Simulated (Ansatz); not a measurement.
# Every step of a relaxation of Sc (simple hexagonal type)

DFT, PBE, PAW with Ansatz's default frozen-core files, scalar-relativistic (Ansatz 0.2.0); a Γ-centred 15×15×14 k mesh, Fermi–Dirac smearing of 0.1 eV, no spin polarisation. The run relaxes shape and atoms at held volume.

Command: `ansatz run input.yaml --threads 1 --pin off --max-ram 2048MiB --backend cpu --events-out ev --progress --plain --runs-dir out` It took 7.3 s on 1 thread of Arm Neoverse V1, with other jobs on the host, peak memory 0.31 GiB.

PAW: frozen-core files, cutoff 420 eV; forces are relaxed below 0.005 eV/Å.

Each step lists its free energy a cell above the last geometry, the pressure, the cell vectors (Å), and Cartesian positions (Å) with forces (eV/Å).

The first step:

```
step 1  dF = 6.76 meV  P = 47.6 GPa
  cell 2.6427 0.0000 0.0000  -1.3214 2.2887 0.0000  0.0000 0.0000 2.5146
  Sc 0.0000 0.0000 0.0000   0.0000 0.0000 0.0000
```

The structure type is held throughout; the real material can change phase at far lower pressure.

The symmetry of the start is kept and no stability test is made, so the end need not be the stable phase.

Task: Where does the relaxation end, and by which steps?

Result: After 3 geometries, with conventional a, b, c = 2.670, 2.670, 2.463 Å, at 15.210 Å³/atom and 47.9 GPa in space group P6/mmm, with a shortest distance of 2.463 Å. The further steps:
```
step 2  dF = 1.44 meV  P = 47.7 GPa
  cell 2.6574 0.0000 0.0000  -1.3287 2.3014 0.0000  0.0000 0.0000 2.4869
  Sc 0.0000 0.0000 0.0000   0.0000 0.0000 0.0000
step 3  dF = 0.00 meV  P = 47.9 GPa
  cell 2.6701 0.0000 0.0000  -1.3351 2.3124 0.0000  0.0000 0.0000 2.4634
  Sc 0.0000 0.0000 0.0000   0.0000 0.0000 0.0000
step 4  dF = 0.01 meV  P = 47.9 GPa  (same geometry on a basis chosen anew; earlier energies don't compare to the last digit)
  cell 2.6701 0.0000 0.0000  -1.3351 2.3124 0.0000  0.0000 0.0000 2.4634
  Sc 0.0000 0.0000 0.0000   0.0000 0.0000 0.0000
```
